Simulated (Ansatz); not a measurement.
**Eu: pressure up to the limit of the methods**

An exercise on one series of results from a longer session: the logs are not shown, and one member is left open.

Computed with Ansatz 0.2.0 (DFT PBE, with the methods named in each step, unless a step's input says otherwise).

2 further runs of the same task are left out: 2 that didn't finish. Runs told in other sessions of the task aren't counted.

## The starting structure

It takes space group Pm-3m (No. 221, cubic). The conventional cell has a = 3.573 Å, b = 3.573 Å, c = 3.573 Å, α = 90.00°, β = 90.00°, γ = 90.00°. Eu (site symmetry m-3m) is surrounded by 6 Eu at 3.57 Å.

Structure file:

```cif
data_structure
_symmetry_space_group_name_H-M 'Pm-3m'
_symmetry_Int_Tables_number 221
_cell_length_a 3.5732
_cell_length_b 3.5732
_cell_length_c 3.5732
_cell_angle_alpha 90.000
_cell_angle_beta 90.000
_cell_angle_gamma 90.000
_cell_volume 45.62
loop_
_atom_site_label
_atom_site_type_symbol
_atom_site_symmetry_multiplicity
_atom_site_Wyckoff_symbol
_atom_site_fract_x
_atom_site_fract_y
_atom_site_fract_z
_atom_site_occupancy
Eu1 Eu 1 a 0.00000 0.00000 0.00000 1
```

The file gives the conventional cell by its symmetry; the runs use the cell typed in the input.

Whether this phase is the stable one at these pressures isn't tested.

Set-up of the first run:

Contents of input.yaml:

```yaml
crystal:
  lattice:
    - [3.5731897204, 0.0, 0.0]
    - [0.0, 3.5731897204, 0.0]
    - [0.0, 0.0, 3.5731897204]
  atoms:
    - { symbol: Eu, position: [0.0, 0.0, 0.0], spin: 7.0 }
magnetization:
  spin_polarized: true
kpoints:
  mp_grid: { grid: [11, 11, 11] }
scf:
  occupations: { method: fermi_dirac, width: 0.1 }
hamiltonian:
  xc: pbe
  pseudopotentials: { kind: paw }
output:
  forces: true
  stress: true
relax:
  f_tol: 0.005
  max_steps: 40
  cell: {}
```

On the command line:

```
> ansatz run input.yaml --threads 1 --pin off --max-ram 3072MiB --backend cpu --events-out ev --progress --plain --runs-dir out
```

Steps of the session up to this table: Cell relaxed at zero pressure, PAW; Volume scaled by 1, PAW; Volume scaled by 0.9, PAW; Volume scaled by 0.8, PAW; Volume scaled by 0.8, PAW (level accurate); Volume scaled by 0.7, PAW; Volume scaled by 0.6, PAW; Volume scaled by 0.5, PAW; Volume scaled by 0.4, PAW; Volume scaled by 0.4, PAW (level accurate).

One table of the session follows, with a row left open; its other results are not shown here.

```
              method  volume over the first  volume (Å³/atom)  pressure (GPa)  moment Eu (μB)
                 PAW                      1            43.046            0.00            7.01
                 PAW                    0.9            38.742            1.21            6.96
                 PAW                    0.8            34.437            3.31            6.92
                 PAW                    0.7            30.132            7.16            6.90
                 PAW                    0.6            25.828           14.63            6.86
                 PAW                    0.5            21.523           29.17            6.76
                 PAW                    0.4            17.219           59.07            6.45
PAW (level accurate)                    0.8                 ?               ?               ?
PAW (level accurate)                    0.4            17.219           59.54            6.46
```

**Question.** Estimate the row for PAW (level accurate), 0.8.

The run gave: volume (Å³/atom): 34.437; pressure (GPa): 3.40; moment Eu (μB): 6.93.

To keep in mind: Other magnetic orders may lie lower; this is the state that the run reached. Warnings in the runs' records: written density without core change.
